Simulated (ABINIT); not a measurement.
# Si (I4_1/amd) in ABINIT: settings compared, part 2 of 2

ABINIT 10.8.3 (patched build). The steps go on from the part before.

## (3) Relaxation of cell and atoms, PBEsol

The input, run.abi:

```
pp_dirpath "./"
pseudos "Si.GGA_PBE-JTH.xml"

acell 3*1.0 Angstrom
rprim
    -2.3713723045     2.3713723045     1.3292653899
     2.3713723045    -2.3713723045     1.3292653899
     2.3713723045     2.3713723045    -1.3292653899
ntypat 1
znucl 14
natom 2
typat 1 1
xred
     0.5000000000     0.5000000000     0.0000000000
     0.2500000000     0.7500000000     0.5000000000
chkprim 0
chksymtnons 0
tolsym 1.0e-6

ecut 408.170794 eV
pawecutdg 30.0
pawxcdev 0

kptopt 1
ngkpt 11 11 11
nshiftk 1
shiftk 0.0 0.0 0.0

ixc -116133

nband 8
occopt 3
tsmear 0.00183747

nstep 100
tolvrs 1.0e-9

iomode 3
prtwf 0
prtden 0
prteig 0
prtebands 0
enunit 1

ionmov 2
ntime 60
tolmxf 0.0005
optcell 2
dilatmx 1.08
ecutsm 0.5
```

Potentials or basis: JTH PAW PBE v2.0.

On the command line:

```bash
> abinit run.abi > log 2>&1
```

run.abo:

```text
.Version 10.8.3 of ABINIT
 Symmetries : space group I4_1/a m d (#141); Bravais tI (body-center tetrag.)
================================================================================
 Values of the parameters that define the memory need of the present run
     intxc =       0    ionmov =       2      iscf =      17    lmnmax =       8
     lnmax =       4     mgfft =      27  mpssoang =       2    mqgrid =    3001
     natom =       2  nloc_mem =       2    nspden =       1   nspinor =       1
    nsppol =       1      nsym =      16    n1xccc =       1    ntypat =       1
    occopt =       3   xclevel =       2
       mpw =         721          nfft =       19683          nkpt =         126
 PAW method is used; the additional fine FFT grid is defined by:
   mgfftf=        40    nfftf =     64000
================================================================================
================================================================================

--------------------------------------------------------------------------------
------------- Echo of variables that govern the present computation ------------
--------------------------------------------------------------------------------
 -outvars: echo values of preprocessed input variables --------
            acell      1.8897261259E+00  1.8897261259E+00  1.8897261259E+00 Bohr
              amu      2.80855000E+01
          chkprim           0
      chksymtnons           0
          dilatmx      1.08000000E+00
             ecut      1.50000000E+01 Hartree
           ecutsm      5.00000000E-01 Hartree
[... 1687 lines left out ...]
xc_dc               : -1.37687700374731E+00
PAW spherical_terms :  1.95676852082524E+00
internal            : -7.94752147248079E+00
'-kT*entropy'       : -2.37894936909466E-04
total_energy_dc     : -7.94775936741770E+00
total_energy_dc_eV  : -2.16269549936917E+02
...

--- !EnergyTermsWithPAWCore
iteration_state     : {dtset: 1, itime: 16, icycle: 1, }
comment             : 'Components of total free energy, including PAW core contributions'
Total energy        : -5.79005587879511E+02
Total energy DC     : -5.79005587926104E+02
Total energy (eV)   : -1.57555446903707E+04
Total energy DC (eV): -1.57555446916385E+04
...

 Cartesian components of stress tensor (hartree/bohr^3)
  sigma(1 1)=  3.95053626E-06  sigma(3 2)=  0.00000000E+00
  sigma(2 2)=  3.95053626E-06  sigma(3 1)=  0.00000000E+00
  sigma(3 3)=  1.33639939E-06  sigma(2 1)=  0.00000000E+00

-Cartesian components of stress tensor (GPa)         [Pressure= -9.0592E-02 GPa]
- sigma(1 1)=  1.16228790E-01  sigma(3 2)=  0.00000000E+00
- sigma(2 2)=  1.16228790E-01  sigma(3 1)=  0.00000000E+00
- sigma(3 3)=  3.93182274E-02  sigma(2 1)=  0.00000000E+00

== END DATASET(S) ==============================================================
================================================================================

 -outvars: echo values of variables after computation  --------
            acell      6.8851434547E+00  6.8851434547E+00  6.8851434547E+00 Bohr
           etotal     -7.9477593674E+00
            fcart     -8.5111262580E-29 -1.7929688025E-28 -4.9235092427E-28
                       8.5111262580E-29  1.7929688025E-28  4.9235092427E-28
            rprim     -6.6104910706E-01  6.6104910706E-01  3.5500444520E-01
                       6.6104910706E-01 -6.6104910706E-01  3.5500444520E-01
                       6.6104910706E-01  6.6104910706E-01 -3.5500444520E-01
           strten      3.9505362600E-06  3.9505362600E-06  1.3363993856E-06
                       0.0000000000E+00  0.0000000000E+00  0.0000000000E+00
           xangst      5.2103768475E-17 -1.2688359515E-17  1.2934448536E+00
                       2.4085066456E+00  1.0130291265E-16  6.4672242680E-01
             xred      5.0000000000E-01  5.0000000000E-01  8.1825410430E-18
                       2.5000000000E-01  7.5000000000E-01  5.0000000000E-01
 Calculation completed.
```

Wall time 4.2 min (1 thread of AMD EPYC 7R43 (Zen 3), shared host); peak memory 0.1 GiB.

What came out:

```yaml
Free_energy: -216.2695 eV
Relaxed_volume: 15.01 Å³/atom
Relaxed_cell: a = 3.643 Å, b = 3.643 Å, c = 3.643 Å, α = 97.24°, β = 97.24°, γ = 138.41°
Space_group_after_relaxing_to_0.05_Å: I4_1/amd (No. 141)
Energy_gained_by_relaxing: 4.3 meV/atom
Ionic_steps: 16
Pressure_after_relaxing: -0.1 GPa
Band_gap_on_the_k_mesh: none (metal or under the smearing width)
Valence_electrons_inside_the_program's_atomic_spheres: Si 1.50 (radii [1.0104] Å)
```

Step by step:
```csv
step,energy change (eV),largest force (eV/Å),pressure (GPa),volume (Å³)
1,0.0000,0.0000,0.72,29.90
2,-0.0006,0.0000,0.43,29.97
3,-0.0019,0.0000,-0.44,30.17
4,-0.0028,0.0000,-0.73,30.24
5,0.0037,0.0000,0.78,29.96
6,0.0026,0.0000,-1.37,30.37
7,-0.0017,0.0000,-0.18,30.10
8,-0.0036,0.0000,-0.28,30.12
9,0.0032,0.0000,0.36,30.06
10,0.8006,0.0000,14.69,29.40
11,0.0010,0.0000,-0.06,30.13
12,-0.0005,0.0000,-0.28,30.15
13,-0.0082,0.0000,-0.71,30.17
14,-0.0081,0.0000,-0.48,30.13
15,-0.0086,0.0000,-0.32,30.07
16,-0.0087,0.0000,-0.09,30.01
```

Final structure:
```cif
data_structure
_symmetry_space_group_name_H-M 'P 1'
_symmetry_Int_Tables_number 1
_cell_length_a 3.6435
_cell_length_b 3.6435
_cell_length_c 3.6435
_cell_angle_alpha 97.240
_cell_angle_beta 97.240
_cell_angle_gamma 138.413
_cell_volume 30.01
loop_
_atom_site_label
_atom_site_type_symbol
_atom_site_fract_x
_atom_site_fract_y
_atom_site_fract_z
_atom_site_occupancy
Si1 Si 0.50000 0.50000 0.00000 1
Si2 Si 0.25000 0.75000 0.50000 1
```

Levels at points of the mesh, in eV from the Fermi level:
| k point | band 1 | band 2 | band 3 | band 4 | band 5 | band 6 | band 7 | band 8 |
| --- | --- | --- | --- | --- | --- | --- | --- | --- |
| (0.00, 0.00, 0.00) | -13.91 | -2.70 | -2.70 | -2.40 | 1.39 | 7.87 | 8.72 | 8.72 |

Caveat: the PAW data sets were made with another functional, which shifts forces and pressure a little.

## (4) Relaxation of cell and atoms, r2SCAN

run.abi: that of step 3 with these lines changed.

```diff
@@ -19,8 +19,7 @@
 
-ecut 408.170794 eV
-pawecutdg 30.0
-pawxcdev 0
+ecut 489.804952 eV
+pawecutdg 36.0
 
 kptopt 1
-ngkpt 11 11 11
+ngkpt 9 9 9
 nshiftk 1
@@ -28,3 +27,5 @@
 
-ixc -116133
+ixc -497498
+usekden 1
+pawxcdev 0
 
@@ -35,3 +36,3 @@
 nstep 100
-tolvrs 1.0e-9
+tolvrs 1.0e-7
```

On the command line:

```bash
> abinit run.abi > log 2>&1
```

It took 3.7 min on 1 thread of AMD EPYC 7R43 (Zen 3), shared host; peak memory 0.12 GiB.

It converged, with:

| Quantity | Value |
| --- | --- |
| Free energy | -116.8991 eV |
| Relaxed volume | 15.26 Å³/atom |
| Relaxed cell | a = 3.632 Å, b = 3.632 Å, c = 3.632 Å, α = 97.80°, β = 97.80°, γ = 136.76° |
| Space group after relaxing (to 0.05 Å) | I4_1/amd (No. 141) |
| Energy gained by relaxing | 2.4 meV/atom |
| Ionic steps | 5 |
| Pressure after relaxing | 0.0 GPa |
| Band gap on the k mesh | none (metal or under the smearing width) |
| Valence electrons inside the program's atomic spheres | Si 1.48 (radii [1.0104] Å) |

Stress tensor (GPa, compression positive):
```
-0.09  0.00  0.00
 0.00 -0.09  0.00
 0.00  0.00  0.06
```

Step by step:
```tsv
step	energy change (eV)	largest force (eV/Å)	pressure (GPa)	volume (Å³)
1	0.0000	0.0000	2.46	29.90
2	-0.0029	0.0000	1.50	30.13
3	-0.0048	0.0000	0.07	30.49
4	-0.0049	0.0000	0.01	30.51
5	-0.0049	0.0000	-0.04	30.52
```

Final structure:
```
Si
1.0
    -2.38784    2.38784    1.33827
     2.38784   -2.38784    1.33827
     2.38784    2.38784   -1.33827
Si
2
Direct
  0.50000 0.50000 0.00000
  0.25000 0.75000 0.50000
```

Levels at points of the mesh, in eV from the Fermi level:
```csv
k point,band 1,band 2,band 3,band 4,band 5,band 6,band 7,band 8
"(0.00, 0.00, 0.00)",-14.51,-2.65,-2.65,-1.80,1.97,7.92,9.48,9.50
```

Caveat: totals of a meta-GGA on PAW files have another zero than those of a GGA; the PAW data sets were made with another functional, which shifts forces and pressure a little.

## (5) Overview

```csv
level,potentials or basis,k mesh,cutoff (eV),fine-grid cutoff,gap on the mesh (eV),pressure (GPa),relaxed volume (Å³/atom)
LDA,JTH PAW LDA v2.0,11 × 11 × 11,408,816.342 eV,none,-0.1,14.81
PBEsol,JTH PAW PBE v2.0,11 × 11 × 11,408,816.342 eV,none,-0.1,15.01
r2SCAN,JTH PAW PBE v2.0,9 × 9 × 9,490,979.61 eV,none,0.0,15.26
```

Alike in all rows: task relaxation of cell and atoms; no spin polarisation; cell relaxed; smearing fermi-dirac 0.05 eV.

Caveats: the PAW data sets were made with another functional, which shifts forces and pressure a little (some runs); totals of a meta-GGA on PAW files have another zero than those of a GGA (some runs).

Total energies depend on the potentials used, so only differences within one code and one set of settings carry meaning.
